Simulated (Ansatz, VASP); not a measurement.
**Two plane-wave programs on Na3H8**

INCAR

```
ALGO     = Fast           # electronic algorithm
EDIFF    = 1E-6           # SCF threshold, eV
EDIFFG   = -0.01          # ionic threshold
ENCUT    = 600            # plane-wave cutoff, eV
GGA      = PE             # functional
IBRION   = 2              # ionic algorithm
ISIF     = 3              # what is computed and relaxed
ISMEAR   = 0              # smearing method
LASPH    = True           # aspherical terms in the spheres
LCHARG   = False          # write CHGCAR
LREAL    = False          # projectors in reciprocal space
LWAVE    = False          # write WAVECAR
NELM     = 100            # most SCF steps
NSW      = 100            # ionic steps
PREC     = Accurate       # precision mode
SIGMA    = 0.1            # smearing width, eV
```

Contents of KPOINTS:

```
k-points
0
Gamma
  8 8 8
```

Contents of POSCAR:

```
Na3H8
1.0
    0.0000000000      4.5663121514      4.5663121514
    4.5663121514      0.0000000000      4.5663121514
    4.5663121514      4.5663121514      0.0000000000
Na H
3 8
Direct
    0.2500000000      0.2500000000      0.2500000000
    0.7500000000      0.7500000000      0.7500000000
    0.0000000000      0.0000000000      0.0000000000
    0.4370792149      0.4370792149      0.4370792149
    0.4370792149      0.4370792149      0.6887623553
    0.4370792149      0.6887623553      0.4370792149
    0.6887623553      0.4370792149      0.4370792149
    0.5629207851      0.5629207851      0.3112376447
    0.5629207851      0.5629207851      0.5629207851
    0.5629207851      0.3112376447      0.5629207851
    0.3112376447      0.5629207851      0.5629207851
```

Input for Ansatz:

```yaml
crystal:
  lattice:
    - [0.0, 4.5663121514, 4.5663121514]
    - [4.5663121514, 0.0, 4.5663121514]
    - [4.5663121514, 4.5663121514, 0.0]
  atoms:
    - { symbol: Na, position: [0.25, 0.25, 0.25] }
    - { symbol: Na, position: [0.75, 0.75, 0.75] }
    - { symbol: Na, position: [0.0, 0.0, 0.0] }
    - { symbol: H, position: [0.4370792149, 0.4370792149, 0.4370792149] }
    - { symbol: H, position: [0.4370792149, 0.4370792149, 0.6887623553] }
    - { symbol: H, position: [0.4370792149, 0.6887623553, 0.4370792149] }
    - { symbol: H, position: [0.6887623553, 0.4370792149, 0.4370792149] }
    - { symbol: H, position: [0.5629207851, 0.5629207851, 0.3112376447] }
    - { symbol: H, position: [0.5629207851, 0.5629207851, 0.5629207851] }
    - { symbol: H, position: [0.5629207851, 0.3112376447, 0.5629207851] }
    - { symbol: H, position: [0.3112376447, 0.5629207851, 0.5629207851] }
basis:
  ecutwfc: 420
kpoints:
  mp_grid: { grid: [8, 8, 8] }
hamiltonian:
  xc: pbe
scf:
  occupations: { method: gaussian, width: 0.1 }
output:
  forces: true
  stress: true
  eigenvalues: true
  write_density: true
  write_potential: true
  elf: true
  volumetric_format: npy
relax:
  adjacent_minimum: "off"
  f_tol: 0.01
  max_steps: 80
  cell: { stress_tol: 0.05 }
```

Alike in both runs: task relaxation of cell and atoms; functional PBE; k mesh 8 × 8 × 8; occupations gaussian, width 0.1 eV; no spin polarisation.

|  | VASP | Ansatz |
| --- | --- | --- |
| version | VASP 6.6.1 | Ansatz 0.2.0 |
| potentials or method | VASP PAW PBE potentials, release 64 (Na_pv, H) | scalar-relativistic, plane waves, PAW |
| plane-wave cutoff (eV) | 600 | 420 |
| valence electrons in the cell | 29 | 35 |

|  | VASP | Ansatz | Ansatz less VASP |
| --- | --- | --- | --- |
| gap on the k mesh at the Fermi level, each at its own relaxed structure (eV) | none | none | - |
| relaxed volume (Å³/atom) | 17.31 | 17.31 | -0.001 |
| relaxed cell length with the largest relative difference (Å) | 6.458 | 6.458 | -0.0001 |

A gap of «none» marks a metal or a gap that the smearing closes. The two sets of potentials don't hold the same shells in valence.
